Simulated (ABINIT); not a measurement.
Crystal: W.

```
W
1.0
    -1.58234    1.58234    1.58234
     1.58234   -1.58234    1.58234
     1.58234    1.58234   -1.58234
W
1
Direct
  0.00000 0.00000 0.00000
```

Base run:

* Program: ABINIT 10.8.3 (patched build)
* Functional: SOGGA
* Potentials or basis: JTH PAW PBE v2.0
* Cutoff: 435 eV
* k mesh: 12 × 12 × 12
* Occupations: fermi-dirac, width 0.05 eV
* Spin: no spin polarisation

Its results: band gap on the k mesh none (metal or under the smearing width); pressure -4.9 GPa.

Q: After a change of settings the same cell gave: band gap on the k mesh none (metal or under the smearing width); pressure -1.6 GPa. Which change was it?
A. functional from SOGGA to r2SCAN; cutoff from 435 eV to 517 eV; fine-grid cutoff from 870.764 eV to 1034.03 eV
B. functional from SOGGA to PBE; potentials or basis from JTH PAW PBE v2.0 to SG15 NC PBE v1.2; cutoff from 435 eV to 1007 eV; valence electrons from 14 to 28
C. functional from SOGGA to WC
D. functional from SOGGA to PBEsol; k mesh from 12 × 12 × 12 to 5 × 5 × 5

A: C.

Caveats: the PAW data sets were made with another functional, which shifts forces and pressure a little; spin-orbit coupling is left out, which moves the levels of the heavy elements.
